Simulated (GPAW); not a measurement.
Here is a GPAW 26.7.0 calculation.

Contents of run.py:

```python
from ase import Atoms
from ase.calculators.mixing import SumCalculator
from ase.filters import FrechetCellFilter
from ase.io import write
from ase.optimize import BFGS
from dftd4.ase import DFTD4
from gpaw import GPAW, PW, setup_paths

setup_paths.insert(0, '.')

atoms = Atoms(['Cu'],
              cell=[[-1.44279332, 1.44279332, 1.37608145],
                    [1.44279332, -1.44279332, 1.37608145],
                    [1.44279332, 1.44279332, -1.37608145]],
              scaled_positions=[[0.0, 0.0, 0.0]],
              pbc=True)

calc = GPAW(mode=PW(600),
            xc='PBEsol',
            kpts={'size': (13, 13, 13), 'gamma': True},
            occupations={'name': 'fermi-dirac', 'width': 0.05},
            nbands=14,
            convergence={'density': 1e-05, 'forces': 0.0001},
            maxiter=150,
            txt='gpaw.txt')
atoms.calc = SumCalculator([calc, DFTD4(method='pbesol')])
opt = BFGS(FrechetCellFilter(atoms), trajectory='relax.traj', logfile='-')
done = opt.run(fmax=0.02, steps=60)
calc.write('gs.gpw')
write('result.traj', atoms)
print('Converged:', done)
print('Cell:', atoms.cell.cellpar().round(4))
print('Volume:', round(atoms.get_volume(), 4))
print(atoms.get_scaled_positions().round(5))
```

Potentials or basis: PAW data sets generated in the run's folder for this functional, pw.

The run is started by

```sh
$ gpaw-setup -f PBEsol Cu
$ OMP_NUM_THREADS=1 python run.py
```

Question: Predict the space group after relaxing (to 0.05 Å).

Answer: I4/mmm (No. 139).

Question: Estimate the relaxed cell.

Answer: a = 2.444 Å, b = 2.444 Å, c = 2.444 Å, α = 108.22°, β = 108.22°, γ = 112.00°.

Question: Predict the relaxed volume.

Answer: 11.21 Å³/atom.

Final structure:
```
CELL_PARAMETERS angstrom
-1.43243 1.43243 1.36641
1.43243 -1.43243 1.36641
1.43243 1.43243 -1.36641
ATOMIC_POSITIONS crystal
Cu 0.00000 0.00000 0.00000
```

Caveat: with this Cu data set, volumes or pressures lay over 1.5 % or 2 GPa off other programs in two to four cells of ten; later steps reuse the first step's grids; pairwise dispersion overbinds metals, which lowers pressure and volume.
